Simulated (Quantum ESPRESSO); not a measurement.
# Al (Fm-3m) in Quantum ESPRESSO: notebook, part 4 of 4

Quantum ESPRESSO 7.5.

**6. Phonons and electron-phonon coupling, PBE**

The input, pw.in:

```
&CONTROL
  calculation = 'scf'
  prefix = 'pwscf'
  outdir = './tmp'
  pseudo_dir = './pseudo'
  tprnfor = .true.
  tstress = .true.
  disk_io = 'low'
/
&SYSTEM
  ibrav = 0
  nat = 1
  ntyp = 1
  ecutwfc = 40
  nbnd = 6
  occupations = 'smearing'
  smearing = 'mp'
  degauss = 0.01999163
/
&ELECTRONS
  conv_thr = 2d-10
  electron_maxstep = 120
  mixing_beta = 0.5
/
ATOMIC_SPECIES
Al    26.9815 Al.upf
CELL_PARAMETERS angstrom
   0.0000000000    2.0248050000    2.0248050000
   2.0248050000    0.0000000000    2.0248050000
   2.0248050000    2.0248050000    0.0000000000
ATOMIC_POSITIONS crystal
Al     0.0000000000    0.0000000000    0.0000000000
K_POINTS automatic
12 12 12 0 0 0
```

The input, relax.in:

```
&CONTROL
  calculation = 'vc-relax'
  prefix = 'pwscf'
  outdir = './tmp'
  pseudo_dir = './pseudo'
  tprnfor = .true.
  tstress = .true.
  disk_io = 'low'
  nstep = 40
  forc_conv_thr = 0.0001
  etot_conv_thr = 1d-06
/
&SYSTEM
  ibrav = 0
  nat = 1
  ntyp = 1
  ecutwfc = 40
  nbnd = 6
  occupations = 'smearing'
  smearing = 'mp'
  degauss = 0.01999163
/
&ELECTRONS
  conv_thr = 2d-10
  electron_maxstep = 120
  mixing_beta = 0.5
/
&IONS
  ion_dynamics = 'bfgs'
/
&CELL
  cell_dynamics = 'bfgs'
  press = 0
  press_conv_thr = 0.2
/
ATOMIC_SPECIES
Al    26.9815 Al.upf
CELL_PARAMETERS angstrom
   0.0000000000    2.0248050000    2.0248050000
   2.0248050000    0.0000000000    2.0248050000
   2.0248050000    2.0248050000    0.0000000000
ATOMIC_POSITIONS crystal
Al     0.0000000000    0.0000000000    0.0000000000
K_POINTS automatic
12 12 12 0 0 0
```

The input, scf2.in:

```
&CONTROL
  calculation = 'scf'
  prefix = 'pwscf'
  outdir = './tmp'
  pseudo_dir = './pseudo'
  tprnfor = .true.
  tstress = .true.
  disk_io = 'low'
/
&SYSTEM
  ibrav = 0
  nat = 1
  ntyp = 1
  ecutwfc = 40
  nbnd = 6
  occupations = 'smearing'
  smearing = 'mp'
  degauss = 0.01999163
/
&ELECTRONS
  conv_thr = 1d-13
  electron_maxstep = 120
  mixing_beta = 0.5
  startingpot = 'file'
  startingwfc = 'file'
/
ATOMIC_SPECIES
Al    26.9815 Al.upf
CELL_PARAMETERS angstrom
   0.0000000000    2.0196979462    2.0196979462
   2.0196979462    0.0000000000    2.0196979462
   2.0196979462    2.0196979462    0.0000000000
ATOMIC_POSITIONS crystal
Al     0.0000000000    0.0000000000    0.0000000000
K_POINTS automatic
12 12 12 0 0 0
```

The input, dense.in:

```
&CONTROL
  calculation = 'scf'
  prefix = 'pwscf'
  outdir = './tmp'
  pseudo_dir = './pseudo'
  tprnfor = .true.
  tstress = .true.
  disk_io = 'low'
/
&SYSTEM
  ibrav = 0
  nat = 1
  ntyp = 1
  ecutwfc = 40
  nbnd = 6
  occupations = 'smearing'
  smearing = 'mp'
  degauss = 0.01999163
  la2F = .true.
/
&ELECTRONS
  conv_thr = 1d-12
  electron_maxstep = 120
  mixing_beta = 0.5
  startingpot = 'file'
/
ATOMIC_SPECIES
Al    26.9815 Al.upf
CELL_PARAMETERS angstrom
   0.0000000000    2.0196979462    2.0196979462
   2.0196979462    0.0000000000    2.0196979462
   2.0196979462    2.0196979462    0.0000000000
ATOMIC_POSITIONS crystal
Al     0.0000000000    0.0000000000    0.0000000000
K_POINTS automatic
36 36 36 0 0 0
```

The input, scf3.in:

```
&CONTROL
  calculation = 'scf'
  prefix = 'pwscf'
  outdir = './tmp'
  pseudo_dir = './pseudo'
  tprnfor = .true.
  tstress = .true.
  disk_io = 'low'
/
&SYSTEM
  ibrav = 0
  nat = 1
  ntyp = 1
  ecutwfc = 40
  nbnd = 6
  occupations = 'smearing'
  smearing = 'mp'
  degauss = 0.01999163
/
&ELECTRONS
  conv_thr = 1d-12
  electron_maxstep = 120
  mixing_beta = 0.5
  startingpot = 'file'
/
ATOMIC_SPECIES
Al    26.9815 Al.upf
CELL_PARAMETERS angstrom
   0.0000000000    2.0196979462    2.0196979462
   2.0196979462    0.0000000000    2.0196979462
   2.0196979462    2.0196979462    0.0000000000
ATOMIC_POSITIONS crystal
Al     0.0000000000    0.0000000000    0.0000000000
K_POINTS automatic
12 12 12 0 0 0
```

The input, ph.in:

```
phonon_bands of Al
&INPUTPH
  prefix = 'pwscf'
  outdir = './tmp'
  tr2_ph = 1d-18
  fildyn = 'dyn'
  niter_ph = 90
  alpha_mix(1) = 0.4
  ldisp = .true.
  nq1 = 4
  nq2 = 4
  nq3 = 4
  electron_phonon = 'interpolated'
  el_ph_sigma = 0.005
  el_ph_nsigma = 10
  fildvscf = 'dvscf'
/
```

The input, q2r.in:

```
&INPUT
  fildyn = 'dyn'
  zasr = 'crystal'
  flfrc = 'fc'
  la2F = .true.
/
```

The input, matdyn.in:

```
&INPUT
  asr = 'crystal'
  flfrc = 'fc'
  flfrq = 'freq'
  q_in_cryst_coord = .true.
  flvec = ' '
/
80
 0.0000000000  0.0000000000  0.0000000000
 0.0454545455  0.0000000000  0.0454545455
 0.0909090909  0.0000000000  0.0909090909
 0.1363636364  0.0000000000  0.1363636364
 0.1818181818  0.0000000000  0.1818181818
 0.2272727273  0.0000000000  0.2272727273
 0.2727272727  0.0000000000  0.2727272727
 0.3181818182  0.0000000000  0.3181818182
 0.3636363636  0.0000000000  0.3636363636
 0.4090909091  0.0000000000  0.4090909091
 0.4545454545  0.0000000000  0.4545454545
 0.5000000000  0.0000000000  0.5000000000
 0.5000000000  0.0500000000  0.5500000000
 0.5000000000  0.1000000000  0.6000000000
 0.5000000000  0.1500000000  0.6500000000
 0.5000000000  0.2000000000  0.7000000000
 0.5000000000  0.2500000000  0.7500000000
 0.4687500000  0.2812500000  0.7500000000
 0.4375000000  0.3125000000  0.7500000000
 0.4062500000  0.3437500000  0.7500000000
 0.3750000000  0.3750000000  0.7500000000
 0.3461538462  0.3461538462  0.6923076923
 0.3173076923  0.3173076923  0.6346153846
 0.2884615385  0.2884615385  0.5769230769
 0.2596153846  0.2596153846  0.5192307692
 0.2307692308  0.2307692308  0.4615384615
 0.2019230769  0.2019230769  0.4038461538
 0.1730769231  0.1730769231  0.3461538462
 0.1442307692  0.1442307692  0.2884615385
 0.1153846154  0.1153846154  0.2307692308
 0.0865384615  0.0865384615  0.1730769231
 0.0576923077  0.0576923077  0.1153846154
 0.0288461538  0.0288461538  0.0576923077
 0.0000000000  0.0000000000  0.0000000000
 0.0454545455  0.0454545455  0.0454545455
 0.0909090909  0.0909090909  0.0909090909
 0.1363636364  0.1363636364  0.1363636364
 0.1818181818  0.1818181818  0.1818181818
 0.2272727273  0.2272727273  0.2272727273
 0.2727272727  0.2727272727  0.2727272727
 0.3181818182  0.3181818182  0.3181818182
 0.3636363636  0.3636363636  0.3636363636
 0.4090909091  0.4090909091  0.4090909091
 0.4545454545  0.4545454545  0.4545454545
 0.5000000000  0.5000000000  0.5000000000
 0.5178571429  0.4642857143  0.5178571429
 0.5357142857  0.4285714286  0.5357142857
 0.5535714286  0.3928571429  0.5535714286
 0.5714285714  0.3571428571  0.5714285714
 0.5892857143  0.3214285714  0.5892857143
 0.6071428571  0.2857142857  0.6071428571
 0.6250000000  0.2500000000  0.6250000000
 0.5937500000  0.2500000000  0.6562500000
 0.5625000000  0.2500000000  0.6875000000
 0.5312500000  0.2500000000  0.7187500000
 0.5000000000  0.2500000000  0.7500000000
 0.5000000000  0.2750000000  0.7250000000
 0.5000000000  0.3000000000  0.7000000000
 0.5000000000  0.3250000000  0.6750000000
 0.5000000000  0.3500000000  0.6500000000
 0.5000000000  0.3750000000  0.6250000000
 0.5000000000  0.4000000000  0.6000000000
 0.5000000000  0.4250000000  0.5750000000
 0.5000000000  0.4500000000  0.5500000000
 0.5000000000  0.4750000000  0.5250000000
 0.5000000000  0.5000000000  0.5000000000
 0.4861111111  0.4861111111  0.5277777778
 0.4722222222  0.4722222222  0.5555555556
 0.4583333333  0.4583333333  0.5833333333
 0.4444444444  0.4444444444  0.6111111111
 0.4305555556  0.4305555556  0.6388888889
 0.4166666667  0.4166666667  0.6666666667
 0.4027777778  0.4027777778  0.6944444444
 0.3888888889  0.3888888889  0.7222222222
 0.3750000000  0.3750000000  0.7500000000
 0.6250000000  0.2500000000  0.6250000000
 0.5937500000  0.1875000000  0.5937500000
 0.5625000000  0.1250000000  0.5625000000
 0.5312500000  0.0625000000  0.5312500000
 0.5000000000  0.0000000000  0.5000000000
```

The input, matdyn_dos.in:

```
&INPUT
  asr = 'crystal'
  flfrc = 'fc'
  dos = .true.
  fldos = 'phdos'
  nk1 = 18
  nk2 = 18
  nk3 = 18
  deltaE = 1
  flvec = ' '
  flfrq = ' '
/
```

The input, matdyn_a2f.in:

```
&INPUT
  asr = 'crystal'
  flfrc = 'fc'
  la2F = .true.
  dos = .true.
  fldos = 'dos2'
  nk1 = 14
  nk2 = 14
  nk3 = 14
  ndos = 60
  el_ph_nsigma = 10
  flfrq = 'dosfreq2'
  flvec = ' '
/
```

The input, matdyn_mesh.in:

```
&INPUT
  asr = 'crystal'
  flfrc = 'fc'
  flfrq = 'mesh'
  q_in_cryst_coord = .true.
  flvec = ' '
/
1000
 0.05000000  0.05000000  0.05000000
 0.05000000  0.05000000  0.15000000
 0.05000000  0.05000000  0.25000000
[... 997 further points of the even 10 x 10 x 10 mesh, shifted by half a step ...]
```

Potentials or basis: PseudoDojo 0.4 SR PBE stringent.

On the command line:

```console
OMP_NUM_THREADS=1 pw.x -in pw.in > pw.out
OMP_NUM_THREADS=1 pw.x -in relax.in > relax.out
OMP_NUM_THREADS=1 pw.x -in scf2.in > scf2.out
OMP_NUM_THREADS=1 pw.x -in dense.in > dense.out
OMP_NUM_THREADS=1 pw.x -in scf3.in > scf3.out
OMP_NUM_THREADS=1 ph.x -in ph.in > ph.out
OMP_NUM_THREADS=1 q2r.x -in q2r.in > q2r.out
OMP_NUM_THREADS=1 matdyn.x -in matdyn.in > matdyn.out
OMP_NUM_THREADS=1 matdyn.x -in matdyn_dos.in > matdyn_dos.out
OMP_NUM_THREADS=1 matdyn.x -in matdyn_a2f.in > matdyn_a2f.out
OMP_NUM_THREADS=1 matdyn.x -in matdyn_mesh.in > matdyn_mesh.out
```

pw.out:

```text
This program is part of the open-source Quantum ESPRESSO suite
     for quantum simulation of materials; please cite
[... 9 lines left out ...]
     --------------------
     sticks:   dense  smooth     PW     G-vecs:    dense   smooth      PW
     Sum         313     313    109                 3839     3839     749

     Using Slab Decomposition

     bravais-lattice index     =            0
     lattice parameter (alat)  =       5.4112  a.u.
     unit-cell volume          =     112.0408 (a.u.)^3
     number of atoms/cell      =            1
     number of atomic types    =            1
     number of electrons       =         3.00
     number of Kohn-Sham states=            6
     kinetic-energy cutoff     =      40.0000  Ry
     charge density cutoff     =     160.0000  Ry
     scf convergence threshold =      2.0E-10
     mixing beta               =       0.5000
     number of iterations used =            8  plain     mixing
     Exchange-correlation= PBE
[... 416 lines left out ...]
          k =-0.0000-0.4714 0.5893 (   483 PWs)   bands (ev):

     6.1027   6.6213   7.5722  12.4967  18.1241  23.5692

          k =-0.7071 0.1179-0.0000 (   472 PWs)   bands (ev):

     5.1821   6.5094  10.7221  12.0967  16.2913  18.5768

          k =-0.2357-0.4714 0.7071 (   481 PWs)   bands (ev):

     1.6981   9.5654  11.0157  13.2130  20.6345  22.2463
[... 25 lines left out ...]
          k =-0.7071 0.3536 0.0000 (   488 PWs)   bands (ev):

     7.0248   7.0248   8.0437   8.9434  23.6232  24.1297

     the Fermi energy is     7.7428 ev

!    total energy              =      -4.63571497 Ry
     estimated scf accuracy    <          1.3E-10 Ry
     smearing contrib. (-TS)   =      -0.00007158 Ry
     internal energy E=F+TS    =      -4.63564339 Ry

     The total energy is F=E-TS. E is the sum of the following terms:
     one-electron contribution =       2.91257786 Ry
     hartree contribution      =       0.00731099 Ry
     xc contribution           =      -2.16344734 Ry
     ewald contribution        =      -5.39208490 Ry

     convergence has been achieved in   6 iterations

     Forces acting on atoms (cartesian axes, Ry/au):

     atom    1 type  1   force =     0.00000000    0.00000000    0.00000000

     Total force =     0.000000     Total SCF correction =     0.000000

     Computing stress (Cartesian axis) and pressure

          total   stress  (Ry/bohr**3)                   (kbar)     P=       -5.92
  -0.00004025  -0.00000000  -0.00000000           -5.92       -0.00       -0.00
  -0.00000000  -0.00004025  -0.00000000           -0.00       -5.92       -0.00
  -0.00000000  -0.00000000  -0.00004025           -0.00       -0.00       -5.92

=------------------------------------------------------------------------------=
   JOB DONE.
=------------------------------------------------------------------------------=
```

It took 9.2 min on 1 thread of Arm Neoverse V2, shared host; peak memory 0.09 GiB.

What came out:

* Free energy: -63.0723 eV
* Relaxed volume: 16.48 Å³/atom
* Relaxed cell: a = 2.856 Å, b = 2.856 Å, c = 2.856 Å, α = 60.00°, β = 60.00°, γ = 60.00°
* Space group after relaxing (to 0.05 Å): Fm-3m (No. 225)
* Pressure after relaxing: 0.0 GPa
* Band gap on the k mesh: none (metal or under the smearing width)
* Highest phonon frequency: 338 cm⁻¹
* Zero-point energy: 0.039 eV/atom

The path:
| step | energy change (eV) | largest force (eV/Å) | pressure (GPa) | volume (Å³) |
| --- | --- | --- | --- | --- |
| 1 | 0.0000 | 0.0000 | -0.59 | 16.60 |
| 2 | -0.0001 | 0.0000 | -0.36 | 16.55 |
| 3 | -0.0002 | 0.0000 | 0.00 | 16.48 |
| 4 | -0.0002 | 0.0000 | 0.00 | 16.48 |

Final structure:
```xyz
1
Lattice="0.0000 2.0197 2.0197 2.0197 0.0000 2.0197 2.0197 2.0197 0.0000" Properties=species:S:1:pos:R:3 pbc="T T T"
Al    0.0000    0.0000    0.0000
```

Phonon frequencies in cm⁻¹ (negative: imaginary):
| q point | frequencies |
| --- | --- |
| (0.000, 0.000, 0.000) | 0 0 0 |
| (0.318, 0.000, 0.318) | 162 162 271 |
| (0.500, 0.150, 0.650) | 209 229 308 |
| (0.346, 0.346, 0.692) | 179 274 276 |
| (0.144, 0.144, 0.288) | 100 130 206 |
| (0.091, 0.091, 0.091) | 46 46 95 |
| (0.409, 0.409, 0.409) | 138 138 291 |
| (0.589, 0.321, 0.589) | 175 244 292 |
| (0.500, 0.275, 0.725) | 212 265 271 |
| (0.500, 0.450, 0.550) | 147 158 300 |
| (0.431, 0.431, 0.639) | 167 215 298 |
| (0.562, 0.125, 0.562) | 191 218 327 |

Phonon frequencies at the corners of the path (cm⁻¹, interpolated; i marks imaginary ones):
| point | frequencies |
| --- | --- |
| Γ | 0 0 0 |
| X | 194 194 338 |
| W | 215 267 267 |
| K | 184 260 296 |
| L | 141 141 299 |
| U | 184 260 296 |

Phonon states per cell in windows of 20 cm⁻¹ (negative: imaginary):
```
from (cm⁻¹)  total
          0   0.00
         20   0.00
         40   0.01
         60   0.03
         80   0.05
        100   0.09
        120   0.17
        140   0.35
        160   0.41
        180   0.43
        200   0.25
        220   0.20
        240   0.20
        260   0.16
        280   0.53
        300   0.09
        320   0.03
```

Harmonic thermodynamics per atom at this volume (zero-point energy 38.7 meV, Debye temperature from the second moment 403 K):
```
 T (K)  free energy (meV)  entropy (k_B)  heat capacity Cv (k_B)
    50               38.6           0.14                    0.44
   100               36.6           0.80                    1.53
   200               23.3           2.23                    2.47
298.15               -0.1           3.27                    2.74
   500              -70.8           4.74                    2.90
   800             -212.5           6.12                    2.96
```

Electron-phonon coupling by broadening of the double delta (levels on a 36 × 36 × 36 mesh):
```tsv
broadening (eV)	λ	N(E_F) (states/eV a spin and cell)	ω_log (K)	Tc, μ* 0.10 (K)	Tc, μ* 0.13 (K)
0.07	0.47	0.195	338	3.1	1.7
0.14	0.39	0.194	318	1.1	0.4
0.20	0.37	0.195	316	0.9	0.3
0.27	0.38	0.198	316	1.0	0.4
0.34	0.39	0.200	315	1.1	0.5
0.41	0.39	0.201	314	1.2	0.5
0.48	0.40	0.201	313	1.3	0.5
0.54	0.40	0.201	312	1.3	0.6
0.61	0.40	0.201	312	1.4	0.6
0.68	0.40	0.201	311	1.4	0.6
```

The same from a weighted sum over the computed q points, without interpolation:
| broadening (eV) | λ | ω_log (K) | Tc, μ* 0.10 (K) | Tc, μ* 0.13 (K) |
| --- | --- | --- | --- | --- |
| 0.07 | 0.48 | 321 | 3.4 | 2.0 |
| 0.14 | 0.38 | 319 | 1.1 | 0.4 |
| 0.20 | 0.37 | 319 | 0.8 | 0.3 |
| 0.27 | 0.38 | 318 | 1.0 | 0.4 |
| 0.34 | 0.39 | 318 | 1.1 | 0.4 |
| 0.41 | 0.39 | 317 | 1.2 | 0.5 |
| 0.48 | 0.39 | 317 | 1.2 | 0.5 |
| 0.54 | 0.40 | 316 | 1.3 | 0.5 |
| 0.61 | 0.40 | 316 | 1.3 | 0.6 |
| 0.68 | 0.40 | 316 | 1.3 | 0.6 |

Eliashberg function at a broadening of 0.27 eV:
| cm⁻¹ | α²F |
| --- | --- |
| 9 | 0.000 |
| 26 | 0.000 |
| 43 | 0.000 |
| 60 | 0.002 |
| 77 | 0.005 |
| 95 | 0.009 |
| 112 | 0.019 |
| 129 | 0.038 |
| 146 | 0.095 |
| 163 | 0.134 |
| 181 | 0.199 |
| 198 | 0.205 |
| 215 | 0.159 |
| 232 | 0.194 |
| 249 | 0.235 |
| 267 | 0.160 |
| 284 | 0.692 |
| 301 | 0.172 |
| 318 | 0.070 |
| 335 | 0.003 |

Coupling and linewidth of each mode at the computed q points (broadening 0.27 eV):
```
                   q         cm⁻¹  λ of the modes  linewidths (GHz)
  (0.00, 0.00, 0.25)  111 111 228  0.06 0.05 0.15            2 2 19
 (0.00, 0.00, -0.50)  141 141 299  0.09 0.09 0.17            4 4 35
  (0.00, 0.25, 0.25)  137 137 223  0.13 0.13 0.28            6 6 33
 (0.00, 0.25, -0.50)  173 222 295  0.11 0.09 0.18           7 10 36
 (0.00, 0.25, -0.25)  154 204 276  0.03 0.13 0.22           2 12 39
(0.00, -0.50, -0.50)  194 194 338  0.15 0.13 0.13          13 12 33
(0.25, -0.50, -0.25)  215 267 267  0.09 0.19 0.19           9 31 31
```

Caveat: λ from interpolated matrix elements is rough: modes that symmetry makes equal can differ by tens of percent.
